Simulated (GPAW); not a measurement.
# linear V chain, spacing 2.761 A: from the magnetic state to anisotropy

Aim: the anisotropy of linear V chain, spacing 2.761 A from the Kohn–Sham states of one collinear run.

Main program and level: GPAW 26.7.0; LDA; plane waves with GPAW's PAW setups, scalar-relativistic.

### Step 1. Starting point

The cell holds 1 atom: 1 V. Its edges and angles: a = 12.000 Å, b = 12.000 Å, c = 2.761 Å, α = 90.0°, β = 90.0°, γ = 90.0°. model lattice. Vacuum lies along a and b. The structure's axis is c.

As a file:

```
V
1.0
    12.00000    0.00000    0.00000
     0.00000   12.00000    0.00000
     0.00000    0.00000    2.76100
V
1
Direct
  0.50000 0.50000 0.00000
```

### Step 2. The magnetic state

All later steps read the density of this run.

Input file order1.py:

```python
import json
import numpy as np
from ase import Atoms
from ase.parallel import paropen, parprint
from gpaw import GPAW

atoms = Atoms(['V'],
    cell=[[12.0, 0.0, 0.0],
         [0.0, 12.0, 0.0],
         [0.0, 0.0, 2.761]],
    scaled_positions=[[0.5, 0.5, 0.0]],
    pbc=True,
    magmoms=[1.5])
atoms.calc = GPAW(mode={'name': 'pw', 'ecut': 550},
    xc='LDA',
    kpts={'size': (1, 1, 10), 'gamma': True},
    occupations={'name': 'fermi-dirac', 'width': 0.05},
    convergence={'density': 1e-05, 'energy': 1e-05},
    maxiter=200,
    symmetry={'tolerance': 1e-4},
    txt='order1.txt')
e = atoms.get_potential_energy(force_consistent=True)
res = {'free_energy': e, 'energy_sigma0': atoms.get_potential_energy(), 'fermi_energy': atoms.calc.get_fermi_level()}
res['moments'] = atoms.get_magnetic_moments().tolist()
res['total'] = atoms.get_magnetic_moment()
parprint('site moments (muB):', np.round(res['moments'], 3))
parprint(f"total moment: {res['total']:.3f} muB")
parprint(f'free energy: {e:.6f} eV')
atoms.calc.write('order1.gpw')
with paropen('results.json', 'w') as f:
    json.dump(res, f)
```

Started as:

```
OMP_NUM_THREADS=1 python3 order1.py > order1.log
```

Output:

```text
site moments (muB): [2.953]
total moment: 4.000 muB
free energy: -4.641275 eV

--- order1.txt ---
Input parameters:
  mode=PW(ecut=550),
  convergence={'density': 1e-05, 'energy': 1e-05},
  kpts=MonkhorstPack(size=(1, 1, 10), gamma=True),
  maxiter=200,
  occupations=Occupations(name='fermi-dirac', width=0.05),
  symmetry=Symmetry(tolerance=0.0001),
  xc=XC(name='LDA')

Diagonalizing LCAO Hamiltonian
Converting LCAO to pw mode
        .----------------------------.
       /|                            |
      / |                            |
     /  .----------------------------.
    /  /                            /
   /  /                            /
  /  /                            /
 *  /              V             /
 | /                            /
 |/                            /
 *----------------------------*

Atoms  # Å, Bohr magnetons
|   | symbol |        x |        y |        z |    initial magnetic moments |
|---|--------|----------|----------|----------|-----------------------------|
| 0 |      V | 6.000000 | 6.000000 | 0.000000 | ( 0.0000,  0.0000,  1.5000) |

Unit cell  # Å
| periodic |         x |         y |        z |   lengths |    angles |
|----------|-----------|-----------|----------|-----------|-----------|
|      yes | 12.000000 |  0.000000 | 0.000000 | 12.000000 | 90.000000 |
|      yes |  0.000000 | 12.000000 | 0.000000 | 12.000000 | 90.000000 |
|      yes |  0.000000 |  0.000000 | 2.761000 |  2.761000 | 90.000000 |

Number of symmetries: 16

BZ-sampling:
  Number of BZ points: 10
  Number of IBZ points: 6

  Monkhorst-Pack size: [1, 1, 10]
  Monkhorst-Pack shift: [0.0, 0.0, 0.05]

Plane wave coefficients: 11675
Cutoff: 550.0 eV

Spin-components: 2 (collinear spins)
Bands:           13
Projectors:      6
Spin-degeneracy: 1
Datatype:        complex128

Parallelization:
  kpt:    1
  domain: 1
  band:   1

Density:
  Valence electrons: 13.0
  Components: 2
  Grid points: [70 70 15]
  Charge: 0.0  # |e|

Potential:
  Grid points: [70 70 15]

[... setups left out ...]
Reference energy: -25767.601835  # eV

eigensolver:
  PPCG
  Converge bands: occupied
  niter=2

density mixing:
  MSR1-Mixer
  Pratt-step length: 0.05
  Maximum mixing coefficient: 0.75
  Old densities: 10
  SVD Regularization: 0.005
  Good broyden scale: 1.0
  Trust region scale: 1.0
  Backstep threshold: 4.0
  History deletion threshold: 6.0
  Fourier metric: weight=20.0, sigma=0.015

occupation numbers:
  Fermi-Dirac:
    width: 0.0500  # eV

poisson solver:
  ecut: 4400.0  # eV

xc functional:
  name: None

convergence criteria:
- Maximum integral of absolute [dens]ity change: 1e-05 electrons / valence electron
- Maximum [total energy] change in last 3 cyles: 1e-05 eV / valence electron
- Maximum integral of absolute [eigenst]ate change: 4e-08 eV^2 / valence electron
maximum number of iterations: 200

SCF iterations
|iter     |      energy | eigst |  dens |  magmom |
|---------|-------------|-------|-------|---------|
|iter:   1|       0s |   -4.462936 | +0.29 |       |  +1.5048|
|iter:   2|       2s |   -4.301376 | -0.76 | -0.66 |  +1.5742|
|iter:   3|       5s |   -4.278911 | -0.88 | -0.70 |  +2.3349|
|iter:   4|       7s |   -4.571640 | -1.93 | -0.81 |  +3.3567|
|iter:   5|       9s |   -4.626101 | -2.29 | -1.21 |  +4.0169|
|iter:   6|      12s |   -4.626226 | -3.12 | -2.04 |  +3.9365|
|iter:   7|      14s |   -4.625948 | -3.74 | -2.12 |  +3.9875|
|iter:   8|      17s |   -4.625908 | -4.51 | -2.79 |  +3.9925|
|iter:   9|      19s |   -4.625876c| -4.95 | -3.09 |  +4.0009|
|iter:  10|      21s |   -4.625885c| -5.58 | -3.92 |  +4.0002|
|iter:  11|      24s |   -4.625886c| -6.04 | -4.65 |  +4.0001|
|iter:  12|      26s |   -4.625886c| -6.54 | -5.13c|  +4.0000|
|iter:  13|      29s |   -4.625886c| -7.00 | -5.68c|  +4.0000|
|iter:  14|      31s |   -4.625886c| -7.46c| -6.43c|  +4.0000|

Converged in 14 steps
Energy contributions relative to reference atoms: (reference = -25767.601835)

Energy contributions:
  Kinetic:          -2.451830
  Coulomb:           4.996934
  Zero:              0.050374
  External:          0.000000
  Xc:               -7.205976
  Entropy:          -0.030777
  Spinorbit:         0.000000
  ----------------------------
  Free energy:      -4.641275
  Extrapolated:     -4.625886

dipole moment: (0.000000, 0.000000, -6.502376)  # |e|*Ang

Total magnetic moment: (0.000000, 0.000000, 4.000009)

Local magnetic moments
|        x |        y |        z |
|----------|----------|----------|
| 0.000000 | 0.000000 | 2.953410 |  # V    0

Fermi level: -3.372
Eigenvalues  # (at kpt = [0.000, 0.000, 0.000])
| band index |      eig [eV] | occ [0-1] |      eig [eV] | occ [0-1] |
|------------|---------------|-----------|---------------|-----------|
|          0 |       -67.583 |     1.000 |       -64.726 |     1.000 |
|          1 |       -41.764 |     1.000 |       -39.065 |     1.000 |
|          2 |       -41.764 |     1.000 |       -38.870 |     1.000 |
|          3 |       -41.750 |     1.000 |       -38.870 |     1.000 |
|          4 |        -6.633 |     1.000 |        -4.936 |     1.000 |
|          5 |        -4.520 |     1.000 |        -2.420 |     0.000 |
|          6 |        -3.867 |     1.000 |        -1.404 |     0.000 |
|          7 |        -3.866 |     1.000 |        -1.401 |     0.000 |
|          8 |        -2.648 |     0.000 |        -1.346 |     0.000 |
|          9 |        -2.648 |     0.000 |        -1.346 |     0.000 |
|         10 |        -2.266 |     0.000 |         0.004 |     0.000 |
|         11 |        -2.266 |     0.000 |         0.004 |     0.000 |
|         12 |         0.128 |     0.000 |         0.295 |     0.000 |

No gap
No difference between direct/indirect transitions
```

Run time: 36 s. Hardware: 1 MPI rank of Intel Xeon Platinum 8259CL at 2.50GHz (Skylake/Cascade Lake), shared host; peak memory 0.32 GiB.

Read from the output:

```yaml
magnetization: 4.000 μB
final_state: ferromagnetic
largest_moment: 2.953 μB
```

After 14 cycles the largest moment stands at 2.95 μB.

### Step 3. Non-self-consistent run

The steps that follow sum over empty states, which the ground-state run does not converge; 12 states a spin are converged here at the frozen density and written with their wave functions.

It starts from the saved density of the lowest of the states tried.

Input file nscf.py:

```python
from gpaw import GPAW

calc = GPAW('order1.gpw').fixed_density(
    kpts={'size': (1, 1, 12), 'gamma': True},
    nbands=16,
    convergence={'bands': 12, 'eigenstates': 1e-9},
    eigensolver='ppcg',
    parallel={'domain': 1},
    txt='nscf.txt')
calc.write('nscf.gpw', mode='all')
```

Started as:

```
OMP_NUM_THREADS=1 python3 nscf.py > nscf.log
```

Output:

```text
Input parameters:
  mode=PW(ecut=550),
  convergence={'bands': 12, 'eigenstates': 1e-09},
  eigensolver=PPCG(niter=2, min_niter=1, max_buffer_mem=209715200, blocksize=None, rr_modulo=5, include_cg=True, promote_inner_dtype=False, tolerances=None),
  gpts=array([70, 70, 15]),
  kpts=MonkhorstPack(size=(1, 1, 12), gamma=True),
  maxiter=200,
  nbands=16,
  occupations=Occupations(name='fermi-dirac', width=0.05),
  parallel={'domain': 1},
  symmetry=Symmetry(tolerance=0.0001),
  xc=XC(name='LDA')
```

Run time: 54 s. Hardware: 1 MPI rank; peak memory 0.37 GiB.

### Step 4. Easy axis by the force theorem

Spin–orbit coupling is added in the basis of the saved states for each direction of the moments. The change in the band energy is the anisotropy energy, with no new self-consistent run.

Input file anisotropy.py:

```python
import json
import numpy as np
from ase.parallel import paropen, parprint
from gpaw import GPAW
from gpaw.spinorbit import soc_eigenstates

calc = GPAW('nscf.gpw')
angles = [[0.0, 0.0], [90.0, 0.0], [90.0, 90.0]]  # theta, phi in degrees
res = {'rows': []}
for scale in [1.0]:
    e0 = None
    for theta, phi in angles:
        soc = soc_eigenstates(calc, n2=12, scale=scale, theta=theta, phi=phi)
        e = soc.calculate_band_energy()
        e0 = e if e0 is None else e0
        orbital = soc.get_orbital_magnetic_moments()
        res['rows'].append([scale, theta, phi, 1000 * (e - e0), orbital.tolist()])
        parprint(f'scale {scale} theta {theta:6.1f} phi {phi:6.1f}  dE = {1000 * (e - e0):9.4f} meV  |L| =', np.round(np.linalg.norm(orbital, axis=1), 4))
with paropen('results.json', 'w') as f:
    json.dump(res, f)
```

Started as:

```
OMP_NUM_THREADS=1 python3 anisotropy.py > anisotropy.log
```

Output:

```text
scale 1.0 theta    0.0 phi    0.0  dE =    0.0000 meV  |L| = [0.1733]
scale 1.0 theta   90.0 phi    0.0  dE =    1.1200 meV  |L| = [0.0489]
scale 1.0 theta   90.0 phi   90.0  dE =    1.1197 meV  |L| = [0.0489]
```

It took 2.8 s on 1 MPI rank; peak memory 0.21 GiB.

Directions, in the order of the table: z (the chain axis); x; y.

Theta from the Cartesian z axis, phi from x; spin up lies along the direction. Anisotropy, by row:

| spin-orbit scale | theta (degrees) | phi (degrees) | band energy less the first direction's (meV a cell) | orbital moment of atom 1 along the direction (μB) | sum of orbital moments along the direction (μB a cell) |
| --- | --- | --- | --- | --- | --- |
| 1 | 0 | 0 | 0 | -0.1733 | -0.1733 |
| 1 | 90 | 0 | 1.12 | -0.04889 | -0.04889 |
| 1 | 90 | 90 | 1.12 | -0.04891 | -0.04891 |

### Step 5. Summary of results

| Item | Value |
| --- | --- |
| state | ferromagnetic |
| largest site moment | 2.95 μB |
| spread of the directions' energies | 1.12 meV a cell |
| easiest direction tried | z (the chain axis) |

What this shows: About the ferromagnetic state the directions differ by 1.12 meV a cell, with z (the chain axis) easiest. The anisotropy comes from the force theorem at a frozen potential; it needs a check on a finer mesh, and shape anisotropy is not in it.

[Logs and program files are shortened in this print: banners, set-up blocks, solver, clock and traceback lines can be left out without a mark of their own.]

[Logs are printed without paths, hosts, clocks, repeated set-up lines and the standing remarks that a program may print on its own settings, such as how far it seeks lower states.]

[Hosts, paths, dates, database ids (printed as entryN), source tags and the programs' standing remarks are cut or masked in the printed files.]

[Where a cell is said to come from a database of computed structures, the database is the Materials Project.]
